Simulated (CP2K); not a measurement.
Au:

```
Au
1.0
     2.87792    0.00000    0.00000
     1.43896    2.49236    0.00000
     1.43896    0.83079    2.34982
Au
1
Direct
  0.00000 0.00000 0.00000
```

Base run:

```yaml
Program: CP2K 2026.2
Functional: PBE
Potentials_or_basis: POTENTIAL_UZH Au GTH-PBE-q11; TZVP-MOLOPT-PBE-GTH basis
Density_cutoff: 9524 eV
k_mesh: 11 × 11 × 11
Occupations: fermi-dirac, width 0.05 eV
Spin: no spin polarisation
```

Its results: band gap on the k mesh none (metal or under the smearing width); pressure 16.3 GPa.

Problem. The run is repeated on the same cell with these changes: functional from PBE to PBEsol. What comes out?

Solution. Band gap on the k mesh none (metal or under the smearing width); pressure 8.8 GPa.

PBEsol binds more tightly than PBE, so the same cell stands under less pressure.

Caveats: the basis of atomic orbitals isn't converged, which shifts pressures, moduli and gaps; the potentials were made for another functional, which shifts forces and pressure (some runs).

Not every run made on this cell is shown here.
